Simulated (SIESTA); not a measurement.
TiO2:

```
Ti O
1.0
     4.59984    0.00000    0.00000
     0.00000    4.59984    0.00000
     0.00000    0.00000    2.95921
Ti O
2 4
Cartesian
  0.0000 0.0000 1.4796
  2.2999 2.2999 0.0000
  1.3998 1.3998 1.4796
  0.9001 3.6997 0.0000
  3.6997 0.9001 0.0000
  3.2000 3.2000 1.4796
```

The cell is a database's computed one.

Base run:

```yaml
Program: SIESTA 5.4.2
Functional: PBE
Potentials_or_basis: PseudoDojo 0.4 standard (PBE files)
Basis: SZ (energy shift 0.003 Ry)
Grid_cutoff: 800 Ry
Energy_shift: 0.003 Ry
k_mesh: 6 × 6 × 9
Occupations: fermi-dirac, width 0.05 eV
Spin: no spin polarisation
```

Its results: band gap on the k mesh 1.35 eV, direct; pressure -0.1 GPa; largest force 0.114 eV/Å.

Problem. The run is repeated on the same cell with these changes: basis from SZ (energy shift 0.003 Ry) to TZDP (energy shift 0.003 Ry; two zetas on semicore shells). What comes out?

Solution. Band gap on the k mesh 1.81 eV, direct; pressure 6.4 GPa; largest force 0.037 eV/Å.

Caveats: the basis of atomic orbitals isn't converged, which shifts pressures, moduli and gaps; the basis has no polarisation orbitals (some runs).
